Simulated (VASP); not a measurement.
# ZnAu: Au into a neighbouring Au vacancy, part 4 of 4

How hard is this move in ZnAu: Au into a neighbouring Au vacancy? Both ends are relaxed first, then a band of images between them. The start is a cell from a database of measured crystal structures.

VASP 6.6.1; PBE; plane waves and PAW (Au, Zn).

So far. Step 3 (Relax the start): The run ended after 11 ionic steps, 0.178 eV below its first step, once the forces on the free atoms met EDIFFG = -0.05. Step 4 (Relax the end): The run ended after 9 ionic steps, 0.158 eV below its first step, once the forces on the free atoms met EDIFFG = -0.05.

## (5) Nudged elastic band

Images on a straight line between the ends relax across the path, while springs keep them spaced along it.

INCAR reads:

```
SYSTEM = Zn8Au7
PREC = Normal
ENCUT = 280
EDIFF = 1E-05
NELM = 120
ISMEAR = 1
SIGMA = 0.15
LREAL = Auto
ALGO = Fast
GGA = PE
NBANDS = 107
LASPH = .TRUE.
LWAVE = .FALSE.
LCHARG = .FALSE.
IMAGES = 3
SPRING = -5
IBRION = 1
POTIM = 0.3
NSW = 60
EDIFFG = -0.05
ISYM = 0
ISIF = 0
```

POSCAR reads:

```
Zn8Au7
1.0
    6.3615771056      0.0000000000      0.0000000000
    0.0000000000      6.3615771056      0.0000000000
    0.0000000000      0.0000000000      6.3615771056
Au Zn
7 8
Direct
    0.9999188171      0.9983310978      0.4999524537
    0.9995574526      0.5004218419      0.9988708916
    0.0003455125      0.5008384102      0.5020147047
    0.4995539044      0.0005049084      0.0015431886
    0.4991238308      0.9998837800      0.4988746129
    0.5001668623      0.4979279118      0.0002848988
    0.5003064270      0.4973707107      0.5005054686
    0.2331772217      0.2356348872      0.2361639575
    0.2346812934      0.2339927153      0.7659871331
    0.2353233982      0.7627989316      0.2349215979
    0.2360112857      0.7652939029      0.7652353957
    0.7657070886      0.2353443288      0.2358088506
    0.7651282655      0.2345275627      0.7641818221
    0.7635604991      0.7633324488      0.2359604379
    0.7616367763      0.7652745597      0.7648579720
```

KPOINTS reads:

```
Automatic mesh
0
Monkhorst-Pack
3 3 3
0 0 0
```

00/POSCAR reads:

```
Zn8Au7
1.0
    6.3615771056      0.0000000000      0.0000000000
    0.0000000000      6.3615771056      0.0000000000
    0.0000000000      0.0000000000      6.3615771056
Au Zn
7 8
Direct
    0.9999188171      0.9983310978      0.4999524537
    0.9995574526      0.5004218419      0.9988708916
    0.0003455125      0.5008384102      0.5020147047
    0.4995539044      0.0005049084      0.0015431886
    0.4991238308      0.9998837800      0.4988746129
    0.5001668623      0.4979279118      0.0002848988
    0.5003064270      0.4973707107      0.5005054686
    0.2331772217      0.2356348872      0.2361639575
    0.2346812934      0.2339927153      0.7659871331
    0.2353233982      0.7627989316      0.2349215979
    0.2360112857      0.7652939029      0.7652353957
    0.7657070886      0.2353443288      0.2358088506
    0.7651282655      0.2345275627      0.7641818221
    0.7635604991      0.7633324488      0.2359604379
    0.7616367763      0.7652745597      0.7648579720
```

01/POSCAR reads:

```
Zn8Au7
1.0
    6.3615771056      0.0000000000      0.0000000000
    0.0000000000      6.3615771056      0.0000000000
    0.0000000000      0.0000000000      6.3615771056
Au Zn
7 8
Direct
    0.9999592505      0.9990249238      0.6246952874
    0.9997468292      0.5003840022      0.9986932939
    0.0003567494      0.5005805708      0.5013413404
    0.4997535836      0.0003634298      0.0009585930
    0.4992663724      0.9998341408      0.4988312362
    0.5004890740      0.4985808411     -0.0000388842
    0.5002299074      0.4980523558      0.4999608054
    0.2338497204      0.2356998641      0.2430296616
    0.2351128580      0.2342989406      0.7580962847
    0.2351820443      0.7632947325      0.2420612800
    0.2357304734      0.7652806663      0.7576591160
    0.7655430420      0.2354040908      0.2427076497
    0.7648928081      0.2348193709      0.7566191532
    0.7640447059      0.7637229652      0.2430092502
    0.7624489868      0.7652501438      0.7570815668
```

02/POSCAR reads:

```
Zn8Au7
1.0
    6.3615771056      0.0000000000      0.0000000000
    0.0000000000      6.3615771056      0.0000000000
    0.0000000000      0.0000000000      6.3615771056
Au Zn
7 8
Direct
    0.9999996838      0.9997187498      0.7494381212
    0.9999362058      0.5003461625      0.9985156962
    0.0003679864      0.5003227313      0.5006679762
    0.4999532628      0.0002219512      0.0003739973
    0.4994089139      0.9997845016      0.4987878594
    0.5008112858      0.4992337704     -0.0003626672
    0.5001533878      0.4987340009      0.4994161421
    0.2345222190      0.2357648410      0.2498953656
    0.2355444226      0.2346051658      0.7502054362
    0.2350406904      0.7637905334      0.2492009620
    0.2354496612      0.7652674297      0.7500828362
    0.7653789953      0.2354638528      0.2496064488
    0.7646573508      0.2351111792      0.7490564842
    0.7645289127      0.7641134815      0.2500580626
    0.7632611973      0.7652257280      0.7493051616
```

03/POSCAR reads:

```
Zn8Au7
1.0
    6.3615771056      0.0000000000      0.0000000000
    0.0000000000      6.3615771056      0.0000000000
    0.0000000000      0.0000000000      6.3615771056
Au Zn
7 8
Direct
    1.0000401172      1.0004125757      0.8741809549
    1.0001255824      0.5003083228      0.9983380984
    0.0003792234      0.5000648918      0.4999946120
    0.5001529421      0.0000804726     -0.0002105983
    0.4995514554      0.9997348623      0.4987444827
    0.5011334976      0.4998866997     -0.0006864501
    0.5000768682      0.4994156460      0.4988714788
    0.2351947177      0.2358298178      0.2567610697
    0.2359759873      0.2349113911      0.7423145878
    0.2348993366      0.7642863343      0.2563406441
    0.2351688490      0.7652541931      0.7425065564
    0.7652149487      0.2355236148      0.2565052480
    0.7644218934      0.2354029874      0.7414938153
    0.7650131195      0.7645039979      0.2571068750
    0.7640734077      0.7652013122      0.7415287563
```

04/POSCAR reads:

```
Zn8Au7
1.0
    6.3615771056      0.0000000000      0.0000000000
    0.0000000000      6.3615771056      0.0000000000
    0.0000000000      0.0000000000      6.3615771056
Au Zn
7 8
Direct
    1.0000805506      1.0011064017      0.9989237886
    1.0003149590      0.5002704831      0.9981605007
    0.0003904603      0.4998070524      0.4993212477
    0.5003526213     -0.0000610060     -0.0007951939
    0.4996939970      0.9996852231      0.4987011060
    0.5014557093      0.5005396290     -0.0010102331
    0.5000003486      0.5000972911      0.4983268156
    0.2358672164      0.2358947947      0.2636267738
    0.2364075519      0.2352176164      0.7344237394
    0.2347579827      0.7647821352      0.2634803262
    0.2348880367      0.7652409565      0.7349302767
    0.7650509020      0.2355833768      0.2634040471
    0.7641864360      0.2356947956      0.7339311464
    0.7654973263      0.7648945143      0.2641556873
    0.7648856182      0.7651768963      0.7337523511
```

The projector-augmented-wave data sets are Au and Zn (PBE family, release 64).

Started as:

```
> mpirun -np 3 vasp_std
```

The log of the run:

```text
[banner, memory and clock lines left out]
running    3 mpi-ranks, on    1 nodes
 each image running on    1 cores
 distrk:  each k-point on    1 cores,    1 groups
 distr:  one band on    1 cores,    1 groups

 POSCAR found type information on POSCAR AuZn
 01/POSCAR found :  2 types and      15 ions
 LDA part: xc-table for (Slater+PW92), standard interpolation
 POSCAR found type information on POSCAR AuZn
 00/POSCAR found :  2 types and      15 ions
 POSCAR found type information on POSCAR AuZn
 04/POSCAR found :  2 types and      15 ions
 POSCAR, INCAR and KPOINTS ok, starting setup
 FFT: planning ... GRIDC
 FFT: planning ... GRID_SOFT
 FFT: planning ... GRID
 WAVECAR not read
 entering main loop
       N       E                     dE             d eps       ncg     rms          rms(c)
DAV:   1     0.129818040950E+04    0.12982E+04   -0.52953E+04  3007   0.140E+03
DAV:   2     0.130382138482E+03   -0.11678E+04   -0.10931E+04  2996   0.382E+02
DAV:   3    -0.290047769452E+02   -0.15939E+03   -0.15017E+03  3129   0.133E+02
DAV:   4    -0.350154461907E+02   -0.60107E+01   -0.59480E+01  3285   0.300E+01
DAV:   5    -0.350787943808E+02   -0.63348E-01   -0.63303E-01  3240   0.267E+00    0.209E+01
RMM:   6    -0.321316421580E+02    0.29472E+01   -0.91777E+00  2996   0.109E+01    0.136E+01
RMM:   7    -0.319540472593E+02    0.17759E+00   -0.56219E-01  2996   0.233E+00    0.681E+00
RMM:   8    -0.319029261242E+02    0.51121E-01   -0.91491E-02  2996   0.117E+00    0.408E-01
RMM:   9    -0.319020768865E+02    0.84924E-03   -0.14762E-02  3001   0.420E-01    0.283E-01
RMM:  10    -0.319021230200E+02   -0.46133E-04   -0.34776E-03  3012   0.227E-01    0.157E-01
RMM:  11    -0.319021445329E+02   -0.21513E-04   -0.97838E-04  3001   0.128E-01    0.698E-02
RMM:  12    -0.319021598358E+02   -0.15303E-04   -0.30016E-04  3143   0.588E-02    0.363E-02
RMM:  13    -0.319021581496E+02    0.16862E-05   -0.54056E-05  2431   0.230E-02
   1 F= -.31902158E+02 E0= -.31903100E+02  d E =-.319022E+02
 BRION: g(F)=  0.748E+01 g(S)=  0.000E+00
 bond charge predicted
       N       E                     dE             d eps       ncg     rms          rms(c)
DAV:   1    -0.326383600070E+02   -0.73620E+00   -0.15528E+02  3090   0.407E+01    0.199E+00
RMM:   2    -0.326996891155E+02   -0.61329E-01   -0.64826E-01  2996   0.354E+00    0.125E+00
RMM:   3    -0.327017315233E+02   -0.20424E-02   -0.58532E-02  2996   0.100E+00    0.588E-01
RMM:   4    -0.327012715493E+02    0.45997E-03   -0.91432E-03  3007   0.441E-01    0.115E-01
RMM:   5    -0.327013045107E+02   -0.32961E-04   -0.18559E-03  3007   0.158E-01    0.759E-02
RMM:   6    -0.327013144388E+02   -0.99282E-05   -0.30510E-04  3025   0.678E-02    0.395E-02
RMM:   7    -0.327013169031E+02   -0.24643E-05   -0.82606E-05  2801   0.331E-02
   2 F= -.32701317E+02 E0= -.32700069E+02  d E =-.799159E+00
[... from here on, the cycles between the ionic steps are left out ...]
   3 F= -.33204010E+02 E0= -.33198591E+02  d E =-.502693E+00
   4 F= -.33346659E+02 E0= -.33339062E+02  d E =-.142649E+00
   5 F= -.33400164E+02 E0= -.33391778E+02  d E =-.535051E-01
   6 F= -.33476019E+02 E0= -.33466847E+02  d E =-.758548E-01
   7 F= -.33494250E+02 E0= -.33485075E+02  d E =-.182311E-01
   8 F= -.33529130E+02 E0= -.33520125E+02  d E =-.348798E-01
   9 F= -.33538451E+02 E0= -.33529507E+02  d E =-.932094E-02
  10 F= -.33563263E+02 E0= -.33554521E+02  d E =-.248123E-01
  11 F= -.33575259E+02 E0= -.33566449E+02  d E =-.119963E-01
  12 F= -.33578706E+02 E0= -.33569813E+02  d E =-.344687E-02
  13 F= -.33585921E+02 E0= -.33576770E+02  d E =-.721470E-02
  14 F= -.33590333E+02 E0= -.33580949E+02  d E =-.441243E-02
  15 F= -.33594246E+02 E0= -.33584600E+02  d E =-.391260E-02
  16 F= -.33595894E+02 E0= -.33586160E+02  d E =-.164838E-02
  17 F= -.33598567E+02 E0= -.33588715E+02  d E =-.267228E-02
  18 F= -.33599610E+02 E0= -.33589749E+02  d E =-.104370E-02
  19 F= -.33601633E+02 E0= -.33591744E+02  d E =-.202261E-02
  20 F= -.33603998E+02 E0= -.33594114E+02  d E =-.236546E-02
  21 F= -.33606197E+02 E0= -.33596300E+02  d E =-.219901E-02
 BRION: g(F)=  0.136E-02 g(S)=  0.000E+00 retain N=  3 mean eig= 5.52
 eig:   7.205  7.205  2.151
 bond charge predicted
       N       E                     dE             d eps       ncg     rms          rms(c)
DAV:   1    -0.336068573426E+02   -0.65683E-03   -0.10540E-01  3053   0.962E-01    0.135E-02
RMM:   2    -0.336069134908E+02   -0.56148E-04   -0.55172E-04  2992   0.866E-02    0.975E-03
RMM:   3    -0.336069218309E+02   -0.83401E-05   -0.98765E-05  2679   0.357E-02
  22 F= -.33606922E+02 E0= -.33597038E+02  d E =-.724339E-03
 BRION: g(F)=  0.133E-02 g(S)=  0.000E+00 retain N=  4 mean eig= 4.67
 eig:   7.765  7.765  2.358  0.787
 reached required accuracy - stopping structural energy minimisation
```

It took 15 min on 3 MPI ranks of Intel Xeon 6975P-C (Granite Rapids), shared host; peak memory 0.69 GiB; 43 min of CPU time.

Parts of OUTCAR (step 5):

```text
   NELECT =     173.0000    total number of electrons

  tangential force (eV/A)        -0.693886
  left and right image   1.066059  1.064937 A

  tangential force (eV/A)        -0.691592
  left and right image   1.070061  1.069207 A

 E-fermi :   5.7513

 k-point     1 :       0.0000    0.0000    0.0000
  band No.  band energies     occupation
    ...
     84       4.2077      2.00000
     85       4.2085      2.00000
     86       4.4642      2.00000
     87       4.7268      2.00000
     88       4.7274      2.00000
     89       6.3395     -0.00000
     90       6.3607     -0.00000
     91       7.5035     -0.00000
     92       7.5241     -0.00000
     93       7.5686     -0.00000
    ...

 POSITION                                       TOTAL-FORCE (eV/Angst)
 -----------------------------------------------------------------------------------
      6.36439      6.36151      3.83087        -0.000291     -0.000530     -0.572031
      6.35987      3.18106      6.52028         0.001053     -0.000775      0.019224
      0.00037      3.18126      3.29779         0.002551      0.000188      0.052378
      3.18355      0.00000      0.15910         0.001263      0.000540      0.019602
      3.17797      6.36187      3.29911        -0.000457      0.000072      0.051485
      3.18411      3.18031      6.63736        -0.000226     -0.001485     -0.044008
      3.17931      3.18266      3.09540         0.000900     -0.001655      0.125344
      1.38590      1.38589      1.66068         0.055763      0.056907      0.008179
      1.70421      1.70495      4.91622        -0.109684     -0.111030      0.083129
      1.38553      4.97673      1.66228         0.057242     -0.058388      0.005209
      1.70441      4.65709      4.91802        -0.111396      0.112011      0.079396
      4.97646      1.38500      1.66766        -0.057678      0.059562      0.006349
      4.65836      1.70261      4.91408         0.111453     -0.108747      0.079243
      4.97677      4.97710      1.66660        -0.057888     -0.058121      0.007090
      4.65953      4.65857      4.91494         0.107395      0.111451      0.079408
 -----------------------------------------------------------------------------------
    total drift:                               -0.012441      0.000689     -0.091565

  FREE ENERGIE OF THE ION-ELECTRON SYSTEM (eV)
  ---------------------------------------------------
  free  energy   TOTEN  =       -33.6069218309 eV

  energy  without entropy=      -33.5772707815  energy(sigma->0) =      -33.59703815

  tangential force (eV/A)        -0.689623
  left and right image   1.071417  1.070681 A

[... 6 parts as in an earlier step ...]

[... 8 further parts left out ...]
```

Images along the path:

| image | path (A) | energy (eV) | Au1: x, y, z (Å) |
| --- | --- | --- | --- |
| 0 | 0.000 | 0.0000 | 6.361, 6.351, 3.180 |
| 1 | 1.071 | 0.3122 | 6.364, 6.362, 3.831 |
| 2 | 2.142 | 0.9743 | 6.362, 6.358, 4.766 |
| 3 | 3.213 | 0.3166 | 6.360, 6.356, 5.701 |
| 4 | 4.284 | -0.0007 | 6.362, 6.369, 6.355 |

This step gave:

- electronic cycles: 159
- path length: 4.284 Å
- barrier: 0.9743 eV
- barrier in the reverse direction: 0.9751 eV
- barrier from a spline through the images: 0.9742 eV
- reaction energy: -7.48e-4 eV

What the program prints for this run, and its count of cycles, belong to image 1; the force that counts for the threshold is the band's, across the path.

## (6) Results

| Quantity | Value |
| --- | --- |
| hop | Au into a neighbouring Au vacancy |
| barrier | 0.974 eV |
| barrier in the reverse direction | 0.975 eV |
| barrier from a spline through the images | 0.974 eV |
| reaction energy | -7.5e-4 eV |
| path length | 4.28 Å |

The barrier is 0.97 eV forwards and 0.98 eV backwards. With an attempt frequency of 10¹³ per second, taken as a typical value, this barrier gives about 10^-3 hops a second at 300 K. Both ends are alike and an image sits at the midpoint, which is the saddle if the path is symmetric. The band met its force threshold after 22 steps. Cell and mesh are small and were not tested. The band started on a straight line, so other routes may lie lower.

[Lines on the potential files, build, host, timing and source positions are cut from VASP's logs without a mark.]

[Logs are printed without paths, hosts, clocks, repeated set-up lines and the standing remarks that a program may print on its own settings, such as how far it seeks lower states.]

[Hosts, paths, dates, database ids (printed as entryN), source tags and the programs' standing remarks are cut or masked in the printed files.]

[Runs that stopped without an error message from VASP are left out.]
